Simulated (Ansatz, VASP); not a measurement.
Two plane-wave programs on Br

The input run.py:

```python
from ase.calculators.vasp import Vasp
from ase.dft.bandgap import bandgap
from ase.io import read

atoms = read('Br.cif', primitive_cell=True, subtrans_included=False)
calc = Vasp(
    directory='calc',
    xc='lda',
    pp='LDA',
    setups='minimal',
    prec='Accurate',
    encut=500,
    ediff=1e-07,
    ismear=0,
    sigma=0.02,
    lreal=False,
    lasph=True,
    nelm=100,
    algo='Normal',
    isif=2,
    lwave=False,
    lcharg=False,
    kpts=[13, 13, 13],
    gamma=True,
    nbands=10,
)
atoms.calc = calc

print('energy (eV):', atoms.get_potential_energy())
print('free energy (eV):', atoms.get_potential_energy(force_consistent=True))
print('forces (eV/A):')
print(atoms.get_forces())
print('stress (eV/A^3, Voigt):', atoms.get_stress())
print('Fermi level (eV):', calc.get_fermi_level())
gap, top, bottom = bandgap(calc)
print('band gap (eV):', gap, 'from (spin, k, band)', top, 'to', bottom)
```

Br.cif

```cif
data_Br
_cell_length_a 2.57353681
_cell_length_b 3.43999440
_cell_length_c 7.15598232
_cell_angle_alpha 90.00000000
_cell_angle_beta 90.00000000
_cell_angle_gamma 90.00000000
_space_group_name_H-M_alt 'Immm'
_space_group_name_Hall '-I 2 2'
_space_group_IT_number 71
loop_
_space_group_symop_operation_xyz
'x,y,z'
'-x,-y,-z'
'-x,-y,z'
'x,y,-z'
'x,-y,-z'
'-x,y,z'
'-x,y,-z'
'x,-y,z'
'x+1/2,y+1/2,z+1/2'
'-x+1/2,-y+1/2,-z+1/2'
'-x+1/2,-y+1/2,z+1/2'
'x+1/2,y+1/2,-z+1/2'
'x+1/2,-y+1/2,-z+1/2'
'-x+1/2,y+1/2,z+1/2'
'-x+1/2,y+1/2,-z+1/2'
'x+1/2,-y+1/2,z+1/2'
loop_
_atom_site_label
_atom_site_type_symbol
_atom_site_symmetry_multiplicity
_atom_site_Wyckoff_symbol
_atom_site_fract_x
_atom_site_fract_y
_atom_site_fract_z
_atom_site_occupancy
Br1 Br 2 a 0.0000000000 0.0000000000 0.0000000000 1
```

File input.yaml:

```yaml
crystal:
  lattice:
    - [-1.286768405, 1.7199972, 3.57799116]
    - [1.286768405, -1.7199972, 3.57799116]
    - [1.286768405, 1.7199972, -3.57799116]
  atoms:
    - { symbol: Br, position: [0.0, 0.0, 0.0] }
hamiltonian:
  xc: lda
  pseudopotentials: { kind: paw }
kpoints:
  mp_grid: { grid: [13, 13, 13] }
scf:
  occupations: { method: gaussian, width: 0.02 }
output:
  forces: true
  stress: true
  eigenvalues: true
  write_density: true
  write_potential: true
  elf: true
  volumetric_format: npy
```

Alike in both runs: task single point; functional LDA; k mesh 13 × 13 × 13; occupations gaussian, width 0.02 eV; no spin polarisation.

|  | VASP | Ansatz |
| --- | --- | --- |
| version | VASP 6.6.1 | Ansatz 0.2.0 |
| potentials or method | VASP PAW LDA potentials, release 64 (Br) | Ansatz PAW |
| plane-wave cutoff (eV) | 500 | 420 |
| valence electrons in the cell | 7 | 7 |

|  | VASP | Ansatz | Ansatz less VASP |
| --- | --- | --- | --- |
| gap on the k mesh at the Fermi level (eV) | none | none | - |
| pressure (GPa) | -2.3 | -2.4 | -0.06 |
| largest component of the traceless stress (GPa) | 1.56 | 1.68 | +0.119 |

A gap of «none» marks a metal or a gap that the smearing closes.

Caveats: an odd number of electrons without spin polarisation forces a metal; a magnetic or distorted state may lie lower; the PAW data sets come from PBE, with cores solved anew for the run's functional, which leaves a small shift of forces and pressure (Ansatz).
